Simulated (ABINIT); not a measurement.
# GaAs (F-43m) in ABINIT: further runs

One crystal, GaAs, is run at these levels: PBEsol; tasks: single point.

Everything below comes from runs of ABINIT 10.8.3 (patched build). Logs are shortened: lines on timing, memory, paths and dates and some standing lists are left out, and cuts for length are marked. The log counts tension as positive stress, the text compression.

**The experiment to reproduce.**

“Evidence of valence band perturbations in GaAsN/GaAs(001): A combined variable-angle spectroscopic ellipsometry and modulated photoreflectance investigation”, 2008, arxiv:0805.2212 reports, for a bulk crystal of GaAs at 300 K: band gap 1.418 ± 0.005 eV (direct).

The runs below are set against these values where they give the same quantity.

## 1. The structure

The structure is cubic, space group F-43m (No. 216). The conventional cell has a = 5.654 Å, b = 5.654 Å, c = 5.654 Å, α = 90.00°, β = 90.00°, γ = 90.00°. As (site symmetry -43m) has 4 Ga at 2.45 Å as nearest neighbours. Ga (site symmetry -43m) is surrounded by 4 As at 2.45 Å.

## 2. Single point, PBEsol

run.abi

```
# Pseudopotentials
pp_dirpath "./"
pseudos "As.upf, Ga.upf"

# Structure
acell 3.9977696088 3.9977696088 3.9977696088 Angstrom
rprim
     0.0000000000     0.7071067812     0.7071067812
     0.7071067812     0.0000000000     0.7071067812
     0.7071067812     0.7071067812     0.0000000000
ntypat 2
znucl 33 31
natom 2
typat 1 2
xred
     0.7500000000     0.7500000000     0.7500000000
     0.0000000000     0.0000000000     0.0000000000

# Plane-wave basis
ecut 38.0

# k points
kptopt 1
ngkpt 6 6 6
nshiftk 1
shiftk 0.0 0.0 0.0

# Exchange and correlation
ixc -116133

# Bands and occupations
nband 18
occopt 3
tsmear 0.00183747

# SCF cycle
nstep 100
tolvrs 1.0e-10

# Output
iomode 3
prtwf 0
prtden 0
prteig 0
prtebands 0
```

Potentials or basis: PseudoDojo NC SR PBEsol v0.4.1 standard.

Run with:

```console
$ abinit run.abi > log 2>&1
```

run.abo:

```text
.Version 10.8.3 of ABINIT
 Symmetries : space group F-4 3 m (#216); Bravais cF (face-center cubic)
================================================================================
 Values of the parameters that define the memory need of the present run
     intxc =       0    ionmov =       0      iscf =       7    lmnmax =       6
     lnmax =       6     mgfft =      45  mpssoang =       3    mqgrid =    3001
     natom =       2  nloc_mem =       1    nspden =       1   nspinor =       1
    nsppol =       1      nsym =      24    n1xccc =    2501    ntypat =       2
    occopt =       3   xclevel =       2
       mpw =        3428          nfft =       91125          nkpt =          16
================================================================================
================================================================================

--------------------------------------------------------------------------------
------------- Echo of variables that govern the present computation ------------
--------------------------------------------------------------------------------
 -outvars: echo values of preprocessed input variables --------
            acell      7.5546896751E+00  7.5546896751E+00  7.5546896751E+00 Bohr
              amu      7.49215900E+01  6.97230000E+01
             ecut      3.80000000E+01 Hartree
              ixc     -116133
         kptrlatt        6    0    0      0    6    0      0    0    6
          kptrlen      4.53281381E+01
            natom           2
            nband          18
            ngfft          45      45      45
             nkpt          16
            nstep         100
             nsym          24
           ntypat           2
           occopt           3
           prtden           0
        prtebands           0
           prteig           0
            prtwf           0
            rprim      0.0000000000E+00  7.0710678120E-01  7.0710678120E-01
                       7.0710678120E-01  0.0000000000E+00  7.0710678120E-01
                       7.0710678120E-01  7.0710678120E-01  0.0000000000E+00
          spgroup         216
           tolvrs      1.00000000E-10
           tsmear      1.83747000E-03 Hartree
            typat      1  2
           xangst      4.2402750001E+00  4.2402750001E+00  4.2402750001E+00
                       0.0000000000E+00  0.0000000000E+00  0.0000000000E+00
            xcart      8.0129584487E+00  8.0129584487E+00  8.0129584487E+00
                       0.0000000000E+00  0.0000000000E+00  0.0000000000E+00
             xred      7.5000000000E-01  7.5000000000E-01  7.5000000000E-01
                       0.0000000000E+00  0.0000000000E+00  0.0000000000E+00
            znucl       33.00000   31.00000

================================================================================

 chkinp: Checking input parameters for consistency.
[... 93 lines left out ...]
 ------------------------------------------------
 Atom  Sphere_radius  Integrated_density
    1        2.00000         12.37085607
    2        2.00000         10.81951417
================================================================================

 ----iterations are completed or convergence reached----

 Mean square residual over all n,k,spin=   22.371E-09; max=  59.186E-07
 reduced coordinates (array xred) for    2 atoms
       0.750000000000      0.750000000000      0.750000000000
       0.000000000000      0.000000000000      0.000000000000
 rms dE/dt=  0.0000E+00; max dE/dt=  0.0000E+00; dE/dt below (all hartree)
    1       0.000000000000      0.000000000000      0.000000000000
    2       0.000000000000      0.000000000000      0.000000000000

 cartesian coordinates (angstrom) at end:
    1      4.24027500008663     4.24027500008663     4.24027500008663
    2      0.00000000000000     0.00000000000000     0.00000000000000

 cartesian forces (hartree/bohr) at end:
    1     -0.00000000000000    -0.00000000000000    -0.00000000000000
    2     -0.00000000000000    -0.00000000000000    -0.00000000000000
 frms,max,avg= 0.0000000E+00 0.0000000E+00   0.000E+00  0.000E+00  0.000E+00 h/b

 cartesian forces (eV/Angstrom) at end:
    1     -0.00000000000000    -0.00000000000000    -0.00000000000000
    2     -0.00000000000000    -0.00000000000000    -0.00000000000000
 frms,max,avg= 0.0000000E+00 0.0000000E+00   0.000E+00  0.000E+00  0.000E+00 e/A
 length scales=  7.554689675109  7.554689675109  7.554689675109 bohr
              =  3.997769608800  3.997769608800  3.997769608800 angstroms
 Fermi (or HOMO) energy (hartree) =   0.15305   Average Vxc (hartree)=  -0.37413
 Eigenvalues (hartree) for nkpt=  16  k points:
 kpt#   1, nband= 18, wtk=  0.00463, kpt=  0.0000  0.0000  0.0000 (reduced coord)
  -1.15022   -1.15022   -1.15022   -1.14985   -1.14985   -0.40048   -0.40048   -0.40048
  -0.39760   -0.39760   -0.32471    0.14397    0.14397    0.14397    0.16009    0.28002
   0.28002    0.28002
      occupation numbers for kpt#   1
   2.00000    2.00000    2.00000    2.00000    2.00000    2.00000    2.00000    2.00000
   2.00000    2.00000    2.00000    1.98586    1.98586    1.98586    0.04252    0.00000
   0.00000    0.00000
 prteigrs : prtvol=0 or 1, do not print more k-points.

--- !EnergyTerms
iteration_state     : {dtset: 1, }
comment             : Components of total free energy in Hartree
kinetic             :  1.38792668843371E+02
hartree             :  5.73003964670089E+01
xc                  : -4.42342978974921E+01
Ewald energy        : -9.91764168196967E+01
psp_core            :  4.89508772409144E+00
local_psp           : -1.49610891178838E+02
non_local_psp       : -9.02726605970002E+01
internal            : -1.82306113458555E+02
'-kT*entropy'       : -3.91137539210262E-06
total_energy        : -1.82306117369930E+02
total_energy_eV     : -4.96080217475832E+03
band_energy         : -1.59020644572401E+01
...

 Cartesian components of stress tensor (hartree/bohr^3)
  sigma(1 1)=  2.55556651E-05  sigma(3 2)=  0.00000000E+00
  sigma(2 2)=  2.55556651E-05  sigma(3 1)=  0.00000000E+00
  sigma(3 3)=  2.55556651E-05  sigma(2 1)=  0.00000000E+00

-Cartesian components of stress tensor (GPa)         [Pressure= -7.5187E-01 GPa]
- sigma(1 1)=  7.51873627E-01  sigma(3 2)=  0.00000000E+00
- sigma(2 2)=  7.51873627E-01  sigma(3 1)=  0.00000000E+00
- sigma(3 3)=  7.51873627E-01  sigma(2 1)=  0.00000000E+00

== END DATASET(S) ==============================================================
================================================================================

 -outvars: echo values of variables after computation  --------
            acell      7.5546896751E+00  7.5546896751E+00  7.5546896751E+00 Bohr
           etotal     -1.8230611737E+02
            fcart     -0.0000000000E+00 -0.0000000000E+00 -0.0000000000E+00
                      -0.0000000000E+00 -0.0000000000E+00 -0.0000000000E+00
            rprim      0.0000000000E+00  7.0710678120E-01  7.0710678120E-01
                       7.0710678120E-01  0.0000000000E+00  7.0710678120E-01
                       7.0710678120E-01  7.0710678120E-01  0.0000000000E+00
           strten      2.5555665139E-05  2.5555665139E-05  2.5555665139E-05
                       0.0000000000E+00  0.0000000000E+00  0.0000000000E+00
           xangst      4.2402750001E+00  4.2402750001E+00  4.2402750001E+00
                       0.0000000000E+00  0.0000000000E+00  0.0000000000E+00
             xred      7.5000000000E-01  7.5000000000E-01  7.5000000000E-01
                       0.0000000000E+00  0.0000000000E+00  0.0000000000E+00
 Calculation completed.
```

Wall time 46 s (1 thread of Arm Neoverse V1, shared host); peak memory 0.09 GiB.

What came out:

| Property | Result |
| --- | --- |
| Free energy | -4960.8022 eV |
| Pressure | -0.8 GPa |
| Band gap on the k mesh | 0.44 eV, direct |
| Valence electrons inside the program's atomic spheres | As 12.37; Ga 10.82 |

Levels at points of the mesh, in eV from the valence-band top:
```csv
k point,band 10,band 11,band 12,band 13,band 14,band 15,band 16,band 17,band 18
"(0.00, 0.00, 0.00)",-14.74,-12.75,0.00,0.00,0.00,0.44,3.70,3.70,3.70
"(0.50, 0.00, 0.00)",-14.73,-10.98,-6.67,-1.15,-1.15,0.93,4.59,4.59,7.59
"(0.50, 0.50, 0.00)",-14.72,-10.24,-6.84,-2.69,-2.69,1.35,1.58,10.13,10.13
```

## 3. Single point, PBEsol

run.abi

```
# Pseudopotentials
pp_dirpath "./"
pseudos "As.GGA_PBE-JTH.xml, Ga.GGA_PBE-JTH.xml"

# Structure
acell 3*1.0 Angstrom
rprim
     0.0000000000     2.8268500000     2.8268500000
     2.8268500000     0.0000000000     2.8268500000
     2.8268500000     2.8268500000     0.0000000000
ntypat 2
znucl 33 31
natom 2
typat 1 2
xred
     0.7500000000     0.7500000000     0.7500000000
     0.0000000000     0.0000000000     0.0000000000

# Plane-wave basis
ecut 17.0
pawecutdg 34.0

# k points
kptopt 1
ngkpt 10 10 10
nshiftk 1
shiftk 0.0 0.0 0.0

# Exchange and correlation
ixc -116133

# Bands and occupations
nband 18
occopt 3
tsmear 0.05 eV

# SCF cycle
nstep 100
tolvrs 1.0e-9

# Output
iomode 3
prtwf 0
prteig 0
prtebands 0
prtden 1
prtvha 1
prtvclmb 1
prtpot 1
```

Potentials or basis: JTH PAW PBE v2.0.

Run with:

```console
$ abinit run.abi > log 2>&1
```

Run time: 38 s. Hardware: 1 thread of Arm Neoverse V1, shared host; peak memory 0.12 GiB.

It converged, with:

| Item | Value |
| --- | --- |
| Free energy | -5249.8150 eV |
| Pressure | 0.2 GPa |
| Band gap on the k mesh | 0.44 eV, direct |
| Valence electrons inside the program's atomic spheres | As 12.72; Ga 11.08 |

Levels at points of the mesh, in eV from the valence-band top:
```tsv
k point	band 12	band 13	band 14	band 15	band 16	band 17
(0.00, 0.00, 0.00)	0.00	0.00	0.00	0.44	3.70	3.70
(0.50, 0.00, 0.00)	-6.67	-1.15	-1.15	0.93	4.59	4.59
(0.50, 0.50, 0.00)	-6.84	-2.69	-2.69	1.36	1.58	10.13
```

Caveat: the PAW data sets were made with another functional, which shifts forces and pressure a little.

## 4. Against experiment

Step 2. A measured gap of GaAs is 1.418 eV (direct; 300 K; “Evidence of valence band perturbations in GaAsN/GaAs(001): A combined variable-angle spectroscopic ellipsometry and modulated photoreflectance investigation”, 2008, arxiv:0805.2212); the calculated 0.44 eV misses it by -0.98 eV. 3 values of this kind are on record (1.412 to 1.51 eV); this one was drawn at random among those near their median, those with a stated uncertainty first. Spin-orbit coupling on As, Ga is left out. The value is that of PBEsol on a finite k mesh, which can miss the band edges, without temperature or zero-point motion. Semilocal functionals fall short of measured gaps as a rule.

Step 3. Against the measured gap of GaAs, 1.418 eV (direct; 300 K; “Evidence of valence band perturbations in GaAsN/GaAs(001): A combined variable-angle spectroscopic ellipsometry and modulated photoreflectance investigation”, 2008, arxiv:0805.2212), the calculated 0.44 eV is off by -0.98 eV. 3 values of this kind are on record (1.412 to 1.51 eV); this one was drawn at random among those near their median, those with a stated uncertainty first. Spin-orbit coupling on As, Ga is left out. The value is that of PBEsol on a finite k mesh, which can miss the band edges, without temperature or zero-point motion. Semilocal functionals fall short of measured gaps as a rule.
